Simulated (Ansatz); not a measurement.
# SnS, space group Pnma: a scan of one input key

Computed with Ansatz 0.2.0, Python API.

Typed at the interpreter:
```pycon
>>> import ansatz as az
>>> from ase import Atoms
>>> atoms = Atoms(
...     ["Sn", "Sn", "Sn", "Sn", "S", "S", "S", "S"],
...     scaled_positions=[
...         [0.1194, 0.25, 0.1198],
...         [0.3806, 0.75, 0.6198],
...         [0.6194, 0.25, 0.3802],
...         [0.8806, 0.75, 0.8802],
...         [0.8508, 0.25, 0.4793],
...         [0.6492, 0.75, 0.9793],
...         [0.3508, 0.25, 0.0207],
...         [0.1492, 0.75, 0.5207],
...     ],
...     cell=[
...         [11.2, 0.0, 0.0],
...         [0.0, 3.987, 0.0],
...         [0.0, 0.0, 4.334],
...     ],
...     pbc=True,
... )
>>> crystal = az.Crystal.from_ase(atoms)
>>> len(crystal.resolved().sites)
8
>>> model = (
...     crystal.calculation()
...     .basis(320)
...     .kpoints(2, 4, 4, shift=0.5)
...     .mixing("anderson", ndim=8, beta=0.6)
...     .initial_density(normalization="cell")
...     .functional("lda")
...     .occupations("fixed")
...     .band_table()
... )
>>> typed = model.input()
>>> rows = []
>>> for value in [0.0001, 1e-06, 1e-08]:
...     edited = typed.set(az.key.scf.convergence.dr2_threshold, value)
...     r = az.Session.from_dict(edited).plan().execute().report
...     rows.append((value, r["free_energy_ev"], r["n_iterations"], len(r["eigenvalues_ev"][0]) if "eigenvalues_ev" in r else 0))
...
DeckWarning: basis.ecutwfc = 320 eV is below the records' recommended 420 eV, and the density's cutoff is lower with it unless basis.ecutrho_ratio is high enough to keep the records' density cutoff: compare with a run at a higher cutoff
>>> for row in rows:
...     print("; ".join(f"{name} = {round(v, 4) if isinstance(v, float) else v}" for name, v in zip(["threshold eV", "F eV", "iterations", "bands listed"], row)))
...
threshold eV = 0.0001; F eV = -26999.9592; iterations = 5; bands listed = 46
threshold eV = 0.0; F eV = -26999.9592; iterations = 7; bands listed = 46
threshold eV = 0.0; F eV = -26999.9592; iterations = 8; bands listed = 46
```

Caveats:
- The settings weren't tested for convergence.
- The cutoff lies under the one recommended for these potentials.
- The structure is a deposited one; some such entries were measured under pressure or heat, so a shift against it needn't be the functional's error alone.
- Warnings are shown shortened and without file and line.
- Timing: 5.6 s on 1 thread of Arm Neoverse V1, with other jobs on the host, peak memory 0.4 GiB.
